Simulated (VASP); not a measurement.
## From VASP inputs to Ansatz: HgSe (strained zincblende)

INCAR

```
LCHARG = .FALSE.
LREAL = .FALSE.
GGA = PE
NBANDS = 16
ENCUT = 520
ISIF = 2
NELM = 120
LASPH = .TRUE.
EDIFF = 1E-7
ISMEAR = -1
IBRION = -1
SIGMA = 0.02
NSW = 0
PREC = Accurate
LWAVE = .FALSE.
```

KPOINTS

```
KPOINTS created by Atomic Simulation Environment
0
Gamma
8 8 8
0 0 0
```

KPOINTS_OPT

```
special points
6
Reciprocal
0.0000000000 0.0000000000 0.0000000000 1
-0.5000000000 -0.5000000000 0.0000000000 1
-0.3750000000 -0.3750000000 0.2500000000 1
-0.3750000000 0.0000000000 0.3750000000 1
0.0000000000 0.0000000000 0.5000000000 1
-0.5000000000 -0.2500000000 0.2500000000 1
```

POSCAR

```
Hg Se
 1.0000000000000000
     0.0000000000000000    2.9998851441999999    2.9998851441999999
     2.9998851441999999    0.0000000000000000    2.9998851441999999
     2.9998851441999999    2.9998851441999999    0.0000000000000000
 Hg  Se
   1   1
Cartesian
  0.0000000000000000  0.0000000000000000  0.0000000000000000
  1.4999425720999999  1.4999425720999999  1.4999425720999999
```

VASP ran with the recommended PBE PAW datasets (18 valence electrons in the cell).

Task: Write an Ansatz input for this cell and level of theory.

Result: 

```yaml
crystal:
  lattice:
    - [0.0, 2.9998851442, 2.9998851442]
    - [2.9998851442, 0.0, 2.9998851442]
    - [2.9998851442, 2.9998851442, 0.0]
  atoms:
    - { symbol: Hg, position: [0.0, 0.0, 0.0] }
    - { symbol: Se, position: [0.25, 0.25, 0.25] }
kpoints:
  mp_grid: { grid: [8, 8, 8] }
  band_path:
    path:
      - [0.0, 0.0, 0.0]
      - [-0.5, -0.5, 0.0]
      - [-0.375, -0.375, 0.25]
      - [-0.375, 0.0, 0.375]
      - [0.0, 0.0, 0.5]
      - [-0.5, -0.25, 0.25]
    npoints: 1
hamiltonian:
  xc: pbe
scf:
  occupations: { method: fermi_dirac, width: 0.02 }
  n_extra_bands: 4
output:
  forces: true
  stress: true
  eigenvalues: true
```

Other inputs would serve too.

```tsv
	VASP	Ansatz
gap between bands v and c	0.00 eV	0.00 eV
least direct gap	0.00 eV	0.00 eV
pressure	7.8 GPa	7.5 GPa
```

Datasets and cutoffs are each program's own. VASP's cell holds 18 valence electrons and Ansatz's 36. Ansatz's stress includes a Pulay correction; VASP's doesn't.
